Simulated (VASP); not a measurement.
Here is a VASP 6.6.1 calculation.

File INCAR:

```
ALGO = Normal ; EDIFF = 1E-7
ENCUT = 520 ; GGA = PE
ISIF = 2 ; ISMEAR = -1
LASPH = True ; LCHARG = True
LELF = True ; LREAL = False
LVHAR = True ; LWAVE = False
NBANDS = 17 ; NELM = 80
PREC = Accurate ; SIGMA = 0.02
```

File KPOINTS:

```
k-points
0
Gamma
  6 6 6
```

POSCAR

```
TePb
1.0
    0.0000000000      3.2417342981      3.2417342981
    3.2417342981      0.0000000000      3.2417342981
    3.2417342981      3.2417342981      0.0000000000
Te Pb
1 1
Direct
    0.5000000000      0.5000000000      0.5000000000
    0.0000000000      0.0000000000      0.0000000000
```

Potentials or basis: VASP PAW PBE potentials, release 64 (Te, Pb_d).

Command:

```sh
$ cat potpaw_PBE.64/Te/POTCAR potpaw_PBE.64/Pb_d/POTCAR > POTCAR
$ mpirun -np 1 vasp_std > vasp.out
```

Problem. Predict the band gap on the k mesh.

Solution. 0.76 eV, direct.

Problem. Estimate the pressure.

Solution. 1.6 GPa.

Caveat: spin-orbit coupling is left out, which moves the levels of the heavy elements.

**Experimental background.**

From a printed reference work, monograph, for a bulk crystal of TePb at 4.2 K: band gap 0.19 eV (direct).

Measured gap of TePb: 0.19 eV (direct; 4.2 K; a printed reference work, monograph). This calculation gives 0.76 eV (+0.57 eV). Spin-orbit coupling on Pb, Te is left out. The value is that of PBE on a finite k mesh, which can miss the band edges, without temperature or zero-point motion.
